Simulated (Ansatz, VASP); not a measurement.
One calculation of Cl, two programs

```
Cl
1.0
     3.26436   -2.07242    0.00000
     3.26436    2.07242    0.00000
     0.00000    0.00000    8.26556
Cl
4
Direct
  0.88042 0.11958 0.10584
  0.61958 0.38042 0.60584
  0.11958 0.88042 0.89416
  0.38042 0.61958 0.39416
```

Alike in both runs: functional r2SCAN; k mesh 5 × 5 × 2; occupations fermi-dirac, width 0.05 eV; no spin polarisation.

Ansatz relaxed the structure, and its values are those at the end. VASP's run is a single point on that final structure, the one shown.

```csv
,VASP,Ansatz
version,VASP 6.6.1,Ansatz 0.2.0
potentials or method,"VASP PAW PBE potentials, release 64 (Cl)","plane waves (500 eV) with PAW, scalar-relativistic"
plane-wave cutoff (eV),520,500
valence electrons in the cell,28,28
```

|  | VASP | Ansatz | Ansatz less VASP |
| --- | --- | --- | --- |
| pressure (GPa) | -0.5 | 0.0 | +0.45 |
| rms of the force components (eV/Å) | 0.111 | 0.001 | -0.1101 |

One of these differences is far larger than is usual between the two programs; its cause wasn't traced.

Caveats: the PAW data sets were made with another functional, which shifts forces and pressure a little (VASP). A k mesh can miss the band edges.
